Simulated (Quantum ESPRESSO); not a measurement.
# TaN (P-6m2) in Quantum ESPRESSO: further runs, part 2 of 4

Quantum ESPRESSO 7.5. Earlier steps stand in the parts before.

## (3) Phonons, PBE

File pw.in:

```
&CONTROL
  calculation = 'scf'
  prefix = 'pwscf'
  outdir = './tmp'
  pseudo_dir = './pseudo'
  tprnfor = .true.
  tstress = .true.
  disk_io = 'low'
/
&SYSTEM
  ibrav = 0
  celldm(1) = 8
  nat = 2
  ntyp = 2
  ecutwfc = 84
  nbnd = 15
  occupations = 'smearing'
  smearing = 'mv'
  degauss = 0.01469973
/
&ELECTRONS
  conv_thr = 4d-10
  electron_maxstep = 120
  mixing_beta = 0.5
/
ATOMIC_SPECIES
Ta   180.9479 Ta.upf
N     14.0070 N.upf
CELL_PARAMETERS alat
  0.6940019192688   0.0000000000000   0.0000000000000
 -0.3470009596344   0.6010232923575   0.0000000000000
  0.0000000000000   0.0000000000000   0.6810100521620
ATOMIC_POSITIONS crystal
Ta     0.0000000000    0.0000000000    0.5000000000
N      0.6666666667    0.3333333333    0.0000000000
K_POINTS automatic
7 7 6 0 0 0
```

File relax.in:

```
&CONTROL
  calculation = 'vc-relax'
  prefix = 'pwscf'
  outdir = './tmp'
  pseudo_dir = './pseudo'
  tprnfor = .true.
  tstress = .true.
  disk_io = 'low'
  nstep = 40
  forc_conv_thr = 0.0001
  etot_conv_thr = 1d-06
/
&SYSTEM
  ibrav = 0
  celldm(1) = 8
  nat = 2
  ntyp = 2
  ecutwfc = 84
  nbnd = 15
  occupations = 'smearing'
  smearing = 'mv'
  degauss = 0.01469973
/
&ELECTRONS
  conv_thr = 4d-10
  electron_maxstep = 120
  mixing_beta = 0.5
/
&IONS
  ion_dynamics = 'bfgs'
/
&CELL
  cell_dynamics = 'bfgs'
  press = 0
  press_conv_thr = 0.2
/
ATOMIC_SPECIES
Ta   180.9479 Ta.upf
N     14.0070 N.upf
CELL_PARAMETERS alat
  0.6940019192663  -0.0000000000000   0.0000000000000
 -0.3470009596331   0.6010232923597   0.0000000000000
  0.0000000000000   0.0000000000000   0.6810100521620
ATOMIC_POSITIONS crystal
Ta     0.0000000000    0.0000000000    0.5000000000
N      0.6666666667    0.3333333333    0.0000000000
K_POINTS automatic
7 7 6 0 0 0
```

File scf2.in:

```
&CONTROL
  calculation = 'scf'
  prefix = 'pwscf'
  outdir = './tmp'
  pseudo_dir = './pseudo'
  tprnfor = .true.
  tstress = .true.
  disk_io = 'low'
/
&SYSTEM
  ibrav = 0
  celldm(1) = 8
  nat = 2
  ntyp = 2
  ecutwfc = 84
  nbnd = 15
  occupations = 'smearing'
  smearing = 'mv'
  degauss = 0.01469973
/
&ELECTRONS
  conv_thr = 1d-13
  electron_maxstep = 120
  mixing_beta = 0.5
  startingpot = 'file'
  startingwfc = 'file'
/
ATOMIC_SPECIES
Ta   180.9479 Ta.upf
N     14.0070 N.upf
CELL_PARAMETERS alat
  0.6971324174921   0.0000000000068   0.0000000000000
 -0.3485662087519   0.6037343833464   0.0000000000000
  0.0000000000000   0.0000000000000   0.6838103875354
ATOMIC_POSITIONS crystal
Ta     0.0000000000    0.0000000000    0.5000000000
N      0.6666666667    0.3333333333    0.0000000000
K_POINTS automatic
7 7 6 0 0 0
```

File ph.in:

```
phonons of TaN
&INPUTPH
  prefix = 'pwscf'
  outdir = './tmp'
  tr2_ph = 1d-18
  fildyn = 'dyn'
  niter_ph = 90
  alpha_mix(1) = 0.4
/
0.0000000000 0.0000000000 0.0000000000
```

File dynmat.in:

```
&INPUT
  fildyn = 'dyn'
  asr = 'crystal'
  filout = 'dynmat.disp'
  fileig = 'dynmat.eig'
/
```

Potentials or basis: PseudoDojo 0.4.1 SR PBE standard.

Command:

```sh
$ OMP_NUM_THREADS=1 pw.x -in pw.in > pw.out
$ OMP_NUM_THREADS=1 pw.x -in relax.in > relax.out
$ OMP_NUM_THREADS=1 pw.x -in scf2.in > scf2.out
$ OMP_NUM_THREADS=1 ph.x -in ph.in > ph.out
$ OMP_NUM_THREADS=1 dynmat.x -in dynmat.in > dynmat.out
```

pw.out:

```text
This program is part of the open-source Quantum ESPRESSO suite
     for quantum simulation of materials; please cite
[... 9 lines left out ...]
     --------------------
     sticks:   dense  smooth     PW     G-vecs:    dense   smooth      PW
     Sum         721     721    211                15139    15139    2519

     Using Slab Decomposition

     bravais-lattice index     =            0
     lattice parameter (alat)  =       8.0000  a.u.
     unit-cell volume          =     145.4372 (a.u.)^3
     number of atoms/cell      =            2
     number of atomic types    =            2
     number of electrons       =        18.00
     number of Kohn-Sham states=           15
     kinetic-energy cutoff     =      84.0000  Ry
     charge density cutoff     =     336.0000  Ry
     scf convergence threshold =      4.0E-10
     mixing beta               =       0.5000
     number of iterations used =            8  plain     mixing
     Exchange-correlation= PBE
                           (   1   4   3   4   0   0   0)

     celldm(1)=   8.000000  celldm(2)=   0.000000  celldm(3)=   0.000000
     celldm(4)=   0.000000  celldm(5)=   0.000000  celldm(6)=   0.000000

     crystal axes: (cart. coord. in units of alat)
               a(1) = (   0.694002   0.000000   0.000000 )
               a(2) = (  -0.347001   0.601023   0.000000 )
               a(3) = (   0.000000   0.000000   0.681010 )

     reciprocal axes: (cart. coord. in units 2 pi/alat)
               b(1) = (  1.440918  0.831915 -0.000000 )
               b(2) = (  0.000000  1.663829  0.000000 )
               b(3) = (  0.000000 -0.000000  1.468407 )

     PseudoPot. # 1 for Ta read from file:
     Ta.upf
     Pseudo is Norm-conserving + core correction, Zval = 13.0
     Generated using ONCVPSP code by D. R. Hamann
     Using radial grid of 1450 points,  8 beta functions with:
                l(1) =   0
                l(2) =   0
                l(3) =   1
                l(4) =   1
                l(5) =   2
                l(6) =   2
                l(7) =   3
                l(8) =   3

     PseudoPot. # 2 for N  read from file:
     N.upf
     Pseudo is Norm-conserving + core correction, Zval =  5.0
     Generated using ONCVPSP code by D. R. Hamann
     Using radial grid of 1058 points,  4 beta functions with:
                l(1) =   0
                l(2) =   0
                l(3) =   1
                l(4) =   1

     atomic species   valence    mass     pseudopotential
     Ta               13.00   180.94790     Ta( 1.00)
     N                 5.00    14.00700     N ( 1.00)

     12 Sym. Ops. (no inversion) found

   Cartesian axes

     site n.     atom                  positions (alat units)
         1        Ta     tau(   1) = (   0.0000000   0.0000000   0.3405050  )
         2        N      tau(   2) = (   0.3470010   0.2003411   0.0000000  )

     number of k points=    32  Marzari-Vanderbilt smearing, width (Ry)=  0.0147
                       cart. coord. in units 2pi/alat
        k(    1) = (   0.0000000   0.0000000   0.0000000), wk =   0.0068027
        k(    2) = (   0.0000000   0.0000000   0.2447345), wk =   0.0136054
        k(    3) = (   0.0000000   0.0000000   0.4894690), wk =   0.0136054
        k(    4) = (   0.0000000   0.0000000  -0.7342036), wk =   0.0068027
        k(    5) = (   0.0000000   0.2376899   0.0000000), wk =   0.0408163
        k(    6) = (   0.0000000   0.2376899   0.2447345), wk =   0.0816327
[... 24 lines left out ...]
        k(   31) = (   0.4116909   0.7130696   0.4894690), wk =   0.0816327
        k(   32) = (   0.4116909   0.7130696  -0.7342036), wk =   0.0408163

     Dense  grid:    15139 G-vectors     FFT dimensions: (  36,  36,  32)

     Initial potential from superposition of free atoms

     starting charge      17.9991, renormalised to      18.0000
     Starting wfcs are   14 randomized atomic wfcs +    1 random wfcs

     Self-consistent Calculation

     iteration #  1     ecut=    84.00 Ry     beta= 0.50
     Davidson diagonalization with overlap
     ethr =  1.00E-02,  avg # of iterations =  4.3

     total energy              =    -150.97189204 Ry
     estimated scf accuracy    <       0.39960220 Ry

     iteration #  2     ecut=    84.00 Ry     beta= 0.50
     Davidson diagonalization with overlap
     ethr =  2.22E-03,  avg # of iterations =  2.0

     total energy              =    -151.08400122 Ry
     estimated scf accuracy    <       0.21616794 Ry

     iteration #  3     ecut=    84.00 Ry     beta= 0.50
     Davidson diagonalization with overlap
     ethr =  1.20E-03,  avg # of iterations =  1.4

     total energy              =    -151.12388798 Ry
     estimated scf accuracy    <       0.00298906 Ry

     iteration #  4     ecut=    84.00 Ry     beta= 0.50
     Davidson diagonalization with overlap
     ethr =  1.66E-05,  avg # of iterations =  2.6

     total energy              =    -151.12441055 Ry
     estimated scf accuracy    <       0.00007110 Ry

     iteration #  5     ecut=    84.00 Ry     beta= 0.50
     Davidson diagonalization with overlap
     ethr =  3.95E-07,  avg # of iterations =  2.2

     total energy              =    -151.12441508 Ry
     estimated scf accuracy    <       0.00001353 Ry

     iteration #  6     ecut=    84.00 Ry     beta= 0.50
     Davidson diagonalization with overlap
     ethr =  7.52E-08,  avg # of iterations =  2.0

     total energy              =    -151.12441693 Ry
     estimated scf accuracy    <       0.00000049 Ry

     iteration #  7     ecut=    84.00 Ry     beta= 0.50
     Davidson diagonalization with overlap
     ethr =  2.70E-09,  avg # of iterations =  1.4

     total energy              =    -151.12441699 Ry
     estimated scf accuracy    <       0.00000006 Ry

     iteration #  8     ecut=    84.00 Ry     beta= 0.50
     Davidson diagonalization with overlap
     ethr =  3.17E-10,  avg # of iterations =  2.0

     total energy              =    -151.12441700 Ry
     estimated scf accuracy    <          1.7E-09 Ry

     iteration #  9     ecut=    84.00 Ry     beta= 0.50
     Davidson diagonalization with overlap
     ethr =  9.69E-12,  avg # of iterations =  2.0

     End of self-consistent calculation

          k = 0.0000 0.0000 0.0000 (  1869 PWs)   bands (ev):

   -48.4198 -14.7332 -14.4735 -14.4735   2.3412  15.5231  15.5231  15.9034
    17.1384  22.2854  23.6638  23.6638  24.1203  24.1203  33.0593

          k = 0.0000 0.0000 0.2447 (  1876 PWs)   bands (ev):

   -48.4072 -14.9774 -14.4535 -14.4535   2.8878  14.2902  15.7355  15.7355
    18.5262  21.7696  21.7696  23.1901  25.0025  25.0025  34.0753

          k = 0.0000 0.0000 0.4895 (  1882 PWs)   bands (ev):

   -48.3821 -15.4372 -14.4130 -14.4130   4.1464  11.9531  16.1558  16.1558
    20.3423  20.3423  21.0527  24.1881  24.1881  25.2217  32.5358

          k = 0.0000 0.0000-0.7342 (  1876 PWs)   bands (ev):

   -48.3695 -15.6548 -14.3927 -14.3927   4.9590  10.7490  16.3316  16.3316
    20.0266  20.0266  22.4724  23.4298  23.4298  28.2817  29.1659

          k = 0.0000 0.2377 0.0000 (  1870 PWs)   bands (ev):

   -48.4055 -14.7066 -14.6809 -14.5182   2.7415  14.4776  15.8222  16.4144
    16.5996  22.8506  23.6792  23.7557  23.9170  24.5948  33.0632

          k = 0.0000 0.2377 0.2447 (  1891 PWs)   bands (ev):

   -48.3931 -14.9464 -14.6538 -14.4973   3.2080  14.3446  14.9348  15.8939
    18.1312  21.8433  22.0122  24.1340  25.2472  25.3241  33.0417

          k = 0.0000 0.2377 0.4895 (  1884 PWs)   bands (ev):

   -48.3682 -15.3943 -14.6046 -14.4551   4.2312  12.3031  15.5259  15.9211
    19.1013  20.8096  22.1900  23.9475  24.8535  26.7105  32.9630

          k = 0.0000 0.2377-0.7342 (  1876 PWs)   bands (ev):

   -48.3557 -15.6066 -14.5798 -14.4339   4.8345  11.3269  15.8565  15.8582
    19.0121  20.7336  23.1654  23.5315  24.2290  29.6868  29.8769

          k = 0.0000 0.4754 0.0000 (  1890 PWs)   bands (ev):

   -48.3735 -15.1231 -14.6462 -14.6171   3.6741  12.9047  15.6250  16.4352
    17.0645  22.3009  23.4930  24.2882  25.1839  25.8094  33.3926
[... 86 lines left out ...]
          k = 0.2058 0.8319 0.4895 (  1902 PWs)   bands (ev):

   -48.3045 -15.3194 -15.1904 -14.7519   4.4688  12.4180  13.8788  15.2036
    19.3184  23.6706  24.8023  25.5309  26.7440  30.2447  31.6734

          k = 0.2058 0.8319-0.7342 (  1904 PWs)   bands (ev):

   -48.2925 -15.3813 -15.2772 -14.7242   4.3360  12.7250  13.0859  15.5181
    19.5947  24.3326  25.5888  26.2604  27.3376  30.1502  31.9861

          k = 0.4117 0.7131 0.0000 (  1884 PWs)   bands (ev):

   -48.3372 -15.3115 -15.0282 -14.5776   4.8712  12.4218  14.6958  14.9548
    19.6224  21.4029  21.4530  23.5609  27.4027  31.3425  33.1509

          k = 0.4117 0.7131 0.2447 (  1885 PWs)   bands (ev):

   -48.3253 -15.2731 -14.9975 -14.7845   4.7625  13.0140  13.9348  14.7070
    19.2959  21.9415  23.4521  24.1171  26.7127  31.1188  32.5509

          k = 0.4117 0.7131 0.4895 (  1897 PWs)   bands (ev):

   -48.3014 -15.1990 -15.1763 -14.9351   4.5100  12.5370  13.6812  15.2347
    19.4148  23.8347  24.6362  25.8384  26.5442  29.8374  32.0779

          k = 0.4117 0.7131-0.7342 (  1900 PWs)   bands (ev):

   -48.2894 -15.3703 -15.1550 -14.9035   4.3693  12.1004  13.4371  16.0848
    19.4748  24.4286  25.2702  26.5716  27.4980  29.8206  31.6339

     the Fermi energy is    20.2777 ev

!    total energy              =    -151.12441701 Ry
     estimated scf accuracy    <          3.9E-11 Ry
     smearing contrib. (-TS)   =      -0.00002333 Ry
     internal energy E=F+TS    =    -151.12439367 Ry

     The total energy is F=E-TS. E is the sum of the following terms:
     one-electron contribution =      -7.78621606 Ry
     hartree contribution      =      15.54607197 Ry
     xc contribution           =     -35.84581942 Ry
     ewald contribution        =    -123.03843015 Ry

     convergence has been achieved in   9 iterations

     Forces acting on atoms (cartesian axes, Ry/au):

     atom    1 type  1   force =     0.00000000    0.00000000    0.00000000
     atom    2 type  2   force =     0.00000000    0.00000000    0.00000000

     Total force =     0.000000     Total SCF correction =     0.000000

     Computing stress (Cartesian axis) and pressure

          total   stress  (Ry/bohr**3)                   (kbar)     P=       45.33
   0.00030272  -0.00000000   0.00000000           44.53       -0.00        0.00
   0.00000000   0.00030272   0.00000000            0.00       44.53        0.00
   0.00000000   0.00000000   0.00031905            0.00        0.00       46.93

=------------------------------------------------------------------------------=
   JOB DONE.
=------------------------------------------------------------------------------=
```

Wall time 4.4 min (1 thread of Arm Neoverse V1, shared host); peak memory 0.06 GiB.

What came out:

| Property | Result |
| --- | --- |
| Free energy | -2056.1564 eV |
| Relaxed volume | 10.92 Å³/atom |
| Relaxed cell | a = 2.951 Å, b = 2.951 Å, c = 2.895 Å, α = 90.00°, β = 90.00°, γ = 120.00° |
| Space group after relaxing (to 0.05 Å) | P-6m2 (No. 187) |
| Pressure after relaxing | 0.0 GPa |
| Band gap on the k mesh | none (metal or under the smearing width) |
| Highest phonon frequency at Γ | 526 cm⁻¹ |

Step by step:
```
step  energy change (eV)  largest force (eV/Å)  pressure (GPa)  volume (Å³)
   1              0.0000                0.0000            4.53        21.55
   2             -0.0017                0.0000           -3.29        22.05
   3             -0.0040                0.0000           -0.07        21.84
   4             -0.0040                0.0000            0.00        21.84
```

Final structure:
```xyz
2
Lattice="2.9513 0.0000 0.0000 -1.4756 2.5559 0.0000 0.0000 0.0000 2.8949" Properties=species:S:1:pos:R:3 pbc="T T T"
Ta    0.0000    0.0000    1.4474
N     1.4756    0.8520    0.0000
```

Levels at points of the mesh, in eV from the Fermi level:
| k point | band 6 | band 7 | band 8 | band 9 | band 10 | band 11 | band 12 | band 13 |
| --- | --- | --- | --- | --- | --- | --- | --- | --- |
| (0.00, 0.00, 0.00) | -4.70 | -4.70 | -4.31 | -3.12 | 1.91 | 3.33 | 3.33 | 3.77 |
| (0.00, 0.00, -0.50) | -9.45 | -3.90 | -3.90 | -0.25 | -0.25 | 2.16 | 3.11 | 3.11 |

Phonon frequencies in cm⁻¹ (negative: imaginary):
| q point | frequencies |
| --- | --- |
| (0.000, 0.000, 0.000) | 0 0 0 510 510 526 |

Optical modes at Γ, degenerate ones joined:
```csv
cm⁻¹,components,symmetry,active in
510,2,E',IR and Raman
526,1,A''2,IR
```

Caveat: the k mesh is coarse (spacing up to 0.36 Å⁻¹), so the values aren't converged; the mesh is thin for the phonons of a metal. Spin-orbit coupling is left out, which matters for the levels of Ta.

[end of part 2 of 4]
